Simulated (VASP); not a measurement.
# Re (Fm-3m) in VASP: notebook

Runs on Re. Level: PBE. Tasks: electric field gradients.

All numbers are computed with VASP 6.6.1; they aren't measurements. Logs are shortened: lines on timing, memory, paths and dates and some standing lists are left out, and cuts for length are marked.

## Step 1: The undisturbed crystal

It takes space group Fm-3m (No. 225, cubic). Conventional cell: a = 3.950 Å, b = 3.950 Å, c = 3.950 Å, α = 90.00°, β = 90.00°, γ = 90.00°. Around Re (site symmetry m-3m) lie 12 Re at 2.79 Å.

This isn't the form of Re at room conditions, which is hcp.

## Step 2: Electric field gradients, PBE (volume scaled by 1.03)

Contents of INCAR:

```
SYSTEM = Re
PREC = Accurate ; ENCUT = 520
EDIFF = 1E-8 ; ISMEAR = -1
SIGMA = 0.05 ; LREAL = .False.
LASPH = .True. ; NELM = 100
ALGO = Fast ; ISIF = 2
LWAVE = .False. ; LCHARG = .False.
GGA = PE ; LEFG = .True.
NBANDS = 10
```

Contents of KPOINTS:

```
Automatic mesh
0
Gamma
  14 14 14
  0 0 0
```

Contents of POSCAR:

```
Re
1.0
    0.0000000000      1.9945557272      1.9945557272
    1.9945557272      0.0000000000      1.9945557272
    1.9945557272      1.9945557272      0.0000000000
Re
1
Direct
    0.0000000000      0.0000000000      0.0000000000
```

Potentials or basis: VASP PAW PBE potentials, release 64 (Re).

Started as:

```console
$ cat potpaw_PBE.64/Re/POTCAR > POTCAR
$ mpirun -np 1 vasp_std > vasp.out
```

OUTCAR:

```text
SYSTEM = Re
   PREC = Accurate
   ENCUT = 520
   EDIFF = 1E-8
   ISMEAR = -1
   LREAL = .False.
   LASPH = .True.
   NELM = 100
   ISIF = 2
   GGA = PE

 ion  position               nearest neighbor table
   1  0.000  0.000  0.000-

  LATTYP: Found a face centered cubic cell.
 ALAT       =     3.9891114544

  Lattice vectors:

 A1 = (   0.0000000000,   1.9945557272,   1.9945557272)
 A2 = (   1.9945557272,   0.0000000000,   1.9945557272)
 A3 = (   1.9945557272,   1.9945557272,   0.0000000000)

Analysis of symmetry for initial positions (statically):
=====================================================================
 Subroutine PRICEL returns:
 Original cell was already a primitive cell.

 Routine SETGRP: Setting up the symmetry group for a
 face centered cubic supercell.

 Subroutine GETGRP returns: Found 48 space group operations
 (whereof 48 operations were pure point group operations)
 out of a pool of 48 trial point group operations.

The static configuration has the point symmetry O_h .

Analysis of symmetry for dynamics (positions and initial velocities):
=====================================================================
 Subroutine PRICEL returns:
 Original cell was already a primitive cell.

 Routine SETGRP: Setting up the symmetry group for a
 face centered cubic supercell.

 Subroutine GETGRP returns: Found 48 space group operations
 (whereof 48 operations were pure point group operations)
 out of a pool of 48 trial point group operations.

The dynamic configuration has the point symmetry O_h .

 Subroutine INISYM returns: Found 48 space group operations
 (whereof 48 operations are pure point group operations),
 and found     1 'primitive' translations

----------------------------------------------------------------------------------------

                                     Primitive cell

  volume of cell :      15.8697

  direct lattice vectors                    reciprocal lattice vectors
     0.000000000  1.994555727  1.994555727    -0.250682392  0.250682392  0.250682392
     1.994555727  0.000000000  1.994555727     0.250682392 -0.250682392  0.250682392
[... 126 lines left out ...]
  ext. energy  EPLUGINS =         0.00000000
  ---------------------------------------------------
  free energy    TOTEN  =       -12.30665833 eV

  energy without entropy =      -12.29653875  energy(sigma->0) =      -12.30159854

 E-fermi :   7.2242     XC(G=0): -13.3163

 val. band max:        7.1961066741   @ k =  -0.2143   0.2857   0.0714
 cond. band min:       7.2577353919   @ k =  -0.1429   0.1429   0.0000
 fundamental gap:      0.0616287179
 Fermi energy:         7.2242053781

 k-point     1 :       0.0000    0.0000    0.0000
  band No.  band energies     occupation
      1      -2.3636      2.00000
      2       5.5159      2.00000
      3       5.5159      2.00000
      4       5.5159      2.00000
      5       8.3556      0.00000
      6       8.3556      0.00000
      7      21.0708      0.00000
      8      26.3034      0.00000
      9      26.3034      0.00000
     10      26.3034      0.00000
[... 287 lines left out ...]
 k-point    24 :       0.2857    0.1429    0.0000
  band No.  band energies     occupation
      1       0.3135      2.00000
      2       3.9897      2.00000
      3       5.7851      2.00000
      4       6.6350      1.99998
      5       7.9583      0.00000
      6       9.3530      0.00000
      7      22.0886      0.00000
      8      25.0465      0.00000
      9      27.0288      0.00000
     10      27.7464      0.00000

 [... further k-points ...]

------------------------ aborting loop because EDIFF is reached ----------------------------------------

  FORCE on cell =-STRESS in cart. coord.  units (eV):
  Direction    XX          YY          ZZ          XY          YZ          ZX
  --------------------------------------------------------------------------------------
  -------------------------------------------------------------------------------------
  Total       -1.8560393     -1.8560393     -1.8560393      0.0000000      0.0000000     -0.0000000
  in kB     -187.3825837   -187.3825837   -187.3825837      0.0000000      0.0000000     -0.0000000
  external PRESSURE =    -187.3825837 kB  Pullay stress =       0.0000000 kB

 VOLUME and BASIS-vectors are now :
 -----------------------------------------------------------------------------
  energy-cutoff  :      520.00
  volume of cell :       15.87
      direct lattice vectors                 reciprocal lattice vectors
     0.000000000  1.994555727  1.994555727    -0.250682392  0.250682392  0.250682392
     1.994555727  0.000000000  1.994555727     0.250682392 -0.250682392  0.250682392
     1.994555727  1.994555727  0.000000000     0.250682392  0.250682392 -0.250682392

 POSITION                                       TOTAL-FORCE (eV/Angst)
 -----------------------------------------------------------------------------------
      0.00000      0.00000      0.00000        -0.000000     -0.000000     -0.000000
 -----------------------------------------------------------------------------------
    total drift:                               -0.000000      0.000000      0.000000

  FREE ENERGIE OF THE ION-ELECTRON SYSTEM (eV)
  ---------------------------------------------------
  free  energy   TOTEN  =       -12.3066583254 eV

  energy  without entropy=      -12.2965387534  energy(sigma->0) =      -12.30159854

 Electric field gradients (V/A^2)
---------------------------------------------------------------------
 ion       V_xx      V_yy      V_zz      V_xy      V_xz      V_yz
---------------------------------------------------------------------
   1       0.000     0.000     0.000     0.000     0.000     0.000
---------------------------------------------------------------------

 Electric field gradients after diagonalization (V/A^2)
 (convention: |V_zz| > |V_xx| > |V_yy|)
----------------------------------------------------------------------
 ion       V_xx      V_yy      V_zz     asymmetry (V_yy - V_xx)/ V_zz
----------------------------------------------------------------------
   1      -0.000    -0.000     0.000       0.000
----------------------------------------------------------------------

           NMR quadrupolar parameters

 Cq : quadrupolar parameter    Cq=e*Q*V_zz/h
 eta: asymmetry parameters     (V_yy - V_xx)/ V_zz
 Q  : nuclear electric quadrupole moment in mb (millibarn)
----------------------------------------------------------------------
 ion       Cq(MHz)       eta       Q (mb)
----------------------------------------------------------------------
   1       0.000       0.000       1.000
----------------------------------------------------------------------
```

Wall time 31 s (1 thread of Intel Xeon Platinum 8259CL at 2.50GHz (Skylake/Cascade Lake), shared host); peak memory 0.15 GiB.

Results:

```
Free energy            : -12.3067 eV
Pressure               : -18.7 GPa
Band gap on the k mesh : none (metal or under the smearing width)
```

Electric field gradients, principal values (V/Å²):
```tsv
atom	Vxx	Vyy	Vzz
1 Re	0.000	0.000	0.000
```

Caveat: so large a pressure means that the cell lies far from this level's equilibrium, or that cutoff or potentials fall short. Spin-orbit coupling is left out, which matters for the levels of Re.

## Step 3: Electric field gradients, PBE (volume scaled by 1.06)

Contents of INCAR:

```
SYSTEM = Re
PREC = Accurate ; ENCUT = 520
EDIFF = 1E-8 ; ISMEAR = -1
SIGMA = 0.05 ; LREAL = .False.
LASPH = .True. ; NELM = 60
ALGO = Normal ; ISIF = 2
LWAVE = .False. ; LCHARG = .False.
GGA = PE ; LEFG = .True.
NBANDS = 10
```

KPOINTS is that of step 2.

Contents of POSCAR:

```
Re
1.0
    0.0000000000      2.0137353243      2.0137353243
    2.0137353243      0.0000000000      2.0137353243
    2.0137353243      2.0137353243      0.0000000000
Re
1
Direct
    0.0000000000      0.0000000000      0.0000000000
```

Potentials or basis: VASP PAW PBE potentials, release 64 (Re).

Started as:

```console
$ cat potpaw_PBE.64/Re/POTCAR > POTCAR
$ mpirun -np 1 vasp_std > vasp.out
```

OUTCAR:

```text
SYSTEM = Re
   PREC = Accurate
   ENCUT = 520
   EDIFF = 1E-8
   ISMEAR = -1
   LREAL = .False.
   LASPH = .True.
   NELM = 60
   ISIF = 2
   GGA = PE

 ion  position               nearest neighbor table
   1  0.000  0.000  0.000-

  LATTYP: Found a face centered cubic cell.
 ALAT       =     4.0274706486

  Lattice vectors:

 A1 = (   0.0000000000,   2.0137353243,   2.0137353243)
 A2 = (   2.0137353243,   0.0000000000,   2.0137353243)
 A3 = (   2.0137353243,   2.0137353243,   0.0000000000)

Analysis of symmetry for initial positions (statically):
=====================================================================
 Subroutine PRICEL returns:
 Original cell was already a primitive cell.

 Routine SETGRP: Setting up the symmetry group for a
 face centered cubic supercell.

[... 494 lines left out ...]
  external PRESSURE =    -262.3954213 kB  Pullay stress =       0.0000000 kB

 VOLUME and BASIS-vectors are now :
 -----------------------------------------------------------------------------
  energy-cutoff  :      520.00
  volume of cell :       16.33
      direct lattice vectors                 reciprocal lattice vectors
     0.000000000  2.013735324  2.013735324    -0.248294795  0.248294795  0.248294795
     2.013735324  0.000000000  2.013735324     0.248294795 -0.248294795  0.248294795
     2.013735324  2.013735324  0.000000000     0.248294795  0.248294795 -0.248294795

 POSITION                                       TOTAL-FORCE (eV/Angst)
 -----------------------------------------------------------------------------------
      0.00000      0.00000      0.00000         0.000000      0.000000      0.000000
 -----------------------------------------------------------------------------------
    total drift:                                0.000000      0.000000     -0.000000

  FREE ENERGIE OF THE ION-ELECTRON SYSTEM (eV)
  ---------------------------------------------------
  free  energy   TOTEN  =       -12.2418500520 eV

  energy  without entropy=      -12.2314656565  energy(sigma->0) =      -12.23665785

 Electric field gradients (V/A^2)
---------------------------------------------------------------------
 ion       V_xx      V_yy      V_zz      V_xy      V_xz      V_yz
---------------------------------------------------------------------
   1       0.000     0.000     0.000    -0.000    -0.000    -0.000
---------------------------------------------------------------------

 Electric field gradients after diagonalization (V/A^2)
 (convention: |V_zz| > |V_xx| > |V_yy|)
----------------------------------------------------------------------
 ion       V_xx      V_yy      V_zz     asymmetry (V_yy - V_xx)/ V_zz
----------------------------------------------------------------------
   1       0.000     0.000    -0.000       0.000
----------------------------------------------------------------------

           NMR quadrupolar parameters

 Cq : quadrupolar parameter    Cq=e*Q*V_zz/h
 eta: asymmetry parameters     (V_yy - V_xx)/ V_zz
 Q  : nuclear electric quadrupole moment in mb (millibarn)
----------------------------------------------------------------------
 ion       Cq(MHz)       eta       Q (mb)
----------------------------------------------------------------------
   1      -0.000       0.000       1.000
----------------------------------------------------------------------
```

Run time: 23 s. Hardware: 1 thread of Intel Xeon Platinum 8259CL at 2.50GHz (Skylake/Cascade Lake), shared host; peak memory 0.15 GiB.

What came out:

- Free energy: -12.2419 eV
- Pressure: -26.2 GPa
- Band gap on the k mesh: none (metal or under the smearing width)

Levels at points of the mesh, in eV from the Fermi level:
| k point | band 1 | band 2 | band 3 | band 4 | band 5 | band 6 | band 7 | band 8 |
| --- | --- | --- | --- | --- | --- | --- | --- | --- |
| (0.00, 0.00, 0.00) | -9.38 | -1.64 | -1.64 | -1.64 | 1.08 | 1.08 | 13.81 | 18.89 |
| (0.50, 0.00, 0.00) | -6.13 | -1.80 | -1.80 | 0.11 | 3.24 | 3.24 | 8.54 | 13.30 |
| (0.50, 0.50, 0.00) | -5.94 | -5.15 | 2.42 | 3.19 | 3.87 | 3.87 | 11.24 | 11.48 |

Electric field gradients, principal values (V/Å²):
```csv
atom,Vxx,Vyy,Vzz
1 Re,0.000,0.000,0.000
```

Caveat: so large a pressure means that the cell lies far from this level's equilibrium, or that cutoff or potentials fall short. The run has no spin-orbit coupling, so splittings on Re are missing.

(Part 1 of 2 ends here.)
